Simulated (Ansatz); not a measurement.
The system is C.

```
C
1.0
     2.52210    0.00000    0.00000
    -1.26105    2.18420    0.00000
     0.00000    0.00000    8.23710
C
8
Direct
  0.66667 0.33333 0.84375
  0.33333 0.66667 0.34375
  0.66667 0.33333 0.65625
  0.33333 0.66667 0.15625
  0.00000 0.00000 0.90625
  0.00000 0.00000 0.40625
  0.00000 0.00000 0.59375
  0.00000 0.00000 0.09375
```

This is a hexagonal form of diamond, not graphite.

Base run:

```yaml
Program: Ansatz 0.2.0
Functional: PBE
Potentials_or_basis: Ansatz PAW earlier set
Cutoff: 800 eV
Density_cutoff: 3200 eV
k_mesh: 12 × 12 × 4
Occupations: fermi-dirac, width 0.05 eV
Spin: no spin polarisation
```

Its results: band gap on the k mesh 4.42 eV, indirect (least direct gap 5.19 eV); pressure 2.3 GPa; largest force 0.328 eV/Å.

The run is repeated on the same cell with these changes: potentials or basis from Ansatz PAW earlier set to JTH PAW; cutoff from 800 eV to 780 eV; density cutoff from 3200 eV to 6240 eV. What comes out?

Band gap on the k mesh 4.41 eV, indirect (least direct gap 5.18 eV); pressure 1.6 GPa; largest force 0.328 eV/Å.

Not every run made on this cell is shown here.
